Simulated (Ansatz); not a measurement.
# Li: one input, then a changed one

The cell was built from the hcp type and relaxed in the same program; it needn't be a known or the stable phase. The listed cell was then made from it by scaling, straining or moving an atom.

First run: DFT, PBE, PAW with Ansatz's default frozen-core files, scalar-relativistic (Ansatz 0.2.0).

Command: `ansatz run input.yaml --threads 1 --pin off --max-ram 2048MiB --backend cpu --events-out ev --progress --plain --runs-dir out` The run took 17 s on 1 thread of Arm Neoverse V1 (shared host).

```yaml
crystal:
  lattice:
    - [3.0544211484, -0.0152721057, -0.0152721057]
    - [-1.5404366058, 2.6528423613, -0.0055899787]
    - [-0.024976007, -0.024976007, 4.9952014055]
  atoms:
    - { symbol: Li, position: [0.3333333333, 0.6666666667, 0.25] }
    - { symbol: Li, position: [0.6666666667, 0.3333333333, 0.75] }
kpoints:
  mp_grid: { grid: [16, 16, 9] }
scf:
  occupations: { method: fermi_dirac, width: 0.05 }
hamiltonian:
  xc: pbe
  pseudopotentials: { kind: paw }
output:
  forces: true
  stress: true
  eigenvalues: true
  efg: { contact_densities: true }
```

Result: converged; pressure 0.02 GPa; largest force 0.005 eV/Å; no gap on the k mesh; 6 SCF iterations.

The input is then changed:

```diff
@@ -8,5 +8,5 @@
     - { symbol: Li, position: [0.6666666667, 0.3333333333, 0.75] }
 kpoints:
-  mp_grid: { grid: [16, 16, 9] }
+  mp_grid: { grid: [5, 5, 3] }
 scf:
   occupations: { method: fermi_dirac, width: 0.05 }
@@ -19,3 +19,9 @@
   eigenvalues: true
   efg: { contact_densities: true }
+  write_density: true
+  write_potential: true
+  elf: true
+  volumetric_format: npy
+basis:
+  xc_grid: 2
```

(1) What does the second run give?

## Answers

(1) It converged; energy at zero smearing -33.5 meV/atom from the first run; pressure -0.07 GPa; largest force 0.006 eV/Å; no gap on the k mesh; 6 SCF iterations. Some of these settings are too coarse for converged properties.
